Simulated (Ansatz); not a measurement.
Rows from a G0W0 calculation on GaN (honeycomb bilayer) (Ansatz 0.2.0; G0W0 on PBE, plane waves, PAW; PAW set soft_1; 6×6×1 mesh, 154 empty bands, screening to 41 eV, PAW set soft_1 files), in eV. Spin-orbit coupling is left out.

| row | k | band | start | Σx | Σc at the solution | Vxc |
| --- | --- | --- | --- | --- | --- | --- |
| A | Γ | c2 | -1.696 | -11.166 | -3.063 | -15.732 |
| B | Γ | c1 | -3.291 | -9.837 | -2.917 | -13.773 |
| C | (0.167, 0.167, 0.000) | v1 | -5.395 | -21.127 | 3.323 | -17.325 |
| D | (0.167, 0.167, 0.000) | c2 | -0.534 | -6.010 | -2.929 | -9.912 |
| E | Γ | v1 | -5.673 | -24.148 | 3.235 | -20.451 |
| F | (0.167, 0.167, 0.000) | c1 | -0.540 | -8.302 | -3.087 | -12.562 |

**Question.** Work out each quasiparticle level and how far it moved.

The quasiparticle equation reads E = start + Σx + Σc(E) − Vxc.

| row | E (eV) | shift (eV) |
| --- | --- | --- |
| A | -0.194 | +1.502 |
| B | -2.271 | +1.019 |
| C | -5.873 | −0.479 |
| D | 0.438 | +0.972 |
| E | -6.135 | −0.462 |
| F | 0.634 | +1.174 |

The gap over the computed points goes from 2.10 eV to 3.60 eV.

Limits: not at the basis limit; coarse mesh for a sheet; no spin-orbit coupling.

[Runs of the session that timed out or met a known fault of the program may be left out.]

[Cells called generated may have been cut or substituted from an entry of the Crystallography Open Database or the Materials Project.]

[Hosts, paths, dates, database ids (printed as entryN), source tags and the programs' standing remarks are cut or masked in the printed files.]
